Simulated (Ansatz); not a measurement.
# PbO: how the settings move a single-point run

Aim: see which settings change the result for PbO, by how much, and at what cost. The cell is built on a prototype (zincblende) and needn't be the phase found in nature.

Program: Ansatz 0.2.0. Level of theory: reference: DFT, HSE06, plane waves, PAW. These are calculated values, not measurements.

7 further runs of the same task are left out: 2 for a known fault of the program, 5 that didn't finish.

### 1 The starting structure

It takes space group F-43m (No. 216, cubic). The conventional cell has a = 5.598 Å, b = 5.598 Å, c = 5.598 Å, α = 90.00°, β = 90.00°, γ = 90.00°. Pb (site symmetry -43m) is surrounded by 4 O at 2.42 Å. Around O (site symmetry -43m) lie 4 Pb at 2.42 Å.

Coordinates:

```cif
data_structure
_symmetry_space_group_name_H-M 'P 1'
_symmetry_Int_Tables_number 1
_cell_length_a 3.9581
_cell_length_b 3.9581
_cell_length_c 3.9581
_cell_angle_alpha 60.000
_cell_angle_beta 60.000
_cell_angle_gamma 60.000
_cell_volume 43.85
loop_
_atom_site_label
_atom_site_type_symbol
_atom_site_fract_x
_atom_site_fract_y
_atom_site_fract_z
_atom_site_occupancy
Pb1 Pb 0.00000 0.00000 0.00000 1
O1 O 0.25000 0.25000 0.25000 1
```

### 2 Baseline

input.yaml

```yaml
crystal:
  lattice:
    - [0.0, 2.7987768033, 2.7987768033]
    - [2.7987768033, 0.0, 2.7987768033]
    - [2.7987768033, 2.7987768033, 0.0]
  atoms:
    - { symbol: Pb, position: [0.0, 0.0, 0.0] }
    - { symbol: O, position: [0.25, 0.25, 0.25] }
kpoints:
  mp_grid: { grid: [4, 4, 4] }
hamiltonian:
  xc: hse06
scf:
  occupations: { method: fixed }
  n_extra_bands: 4
output:
  forces: true
  stress: true
  eigenvalues: true
  write_density: true
  write_potential: true
  elf: true
  volumetric_format: npy
```

Run with:

```bash
$ ansatz run input.yaml --threads 4 --pin off --max-ram 3686MiB --backend cpu --events-out ev --progress --plain --runs-dir out
```

### 3 Changed: xc wpbeh

input.yaml, as its differences from that of step 2:

```diff
@@ -11,3 +11,3 @@
 hamiltonian:
-  xc: hse06
+  xc: wpbeh
 scf:
@@ -19,5 +19 @@
   eigenvalues: true
-  write_density: true
-  write_potential: true
-  elf: true
-  volumetric_format: npy
```

### 4 Changed: exchange pbe, correlation pbe, coeff 0.15

input.yaml, as its differences from that of step 2:

```diff
@@ -11,3 +11,3 @@
 hamiltonian:
-  xc: hse06
+  xc: { exchange: pbe, correlation: pbe, exx: { coeff: 0.15 } }
 scf:
@@ -19,5 +19 @@
   eigenvalues: true
-  write_density: true
-  write_potential: true
-  elf: true
-  volumetric_format: npy
```

**Question.** What will these runs give? Wanted: for each run, ending; energy change; pressure; gap; force.

As calculated:

```csv
run,ending,energy change,pressure (GPa),gap (eV),force (eV/Å),cycles,time
reference,converged,-,0.4,1.05,0.00,15,32 s
1: xc wpbeh,converged,not comparable,0.5,0.98,0.00,16,33 s
"2: exchange pbe, correlation pbe, coeff 0.15",converged,not comparable,1.1,1.17,0.00,12,30 s
```

Times don't compare one to one where runs were asked for different outputs or read a saved state (see the inputs); cycles may leave out searches for a lower state.

Residual by cycle in the longest SCF loop of each run; runs are numbered as in the table. The quantity is the density residual dr2, in eV.

```csv
cycle,reference,run 1,run 2
1,0.0665,0.0675,0.0271
2,0.0453,0.0484,0.021
3,0.00397,0.004,0.00137
4,0.00169,0.00176,5.6e-4
5,2.9e-5,2.7e-5,6.7e-6
6,9.0e-6,8.8e-6,7.9e-7
7,3.1e-7,2.8e-7,-
```

**Reading.** The gap of the reference lacks spin-orbit coupling, though the cell holds Pb.
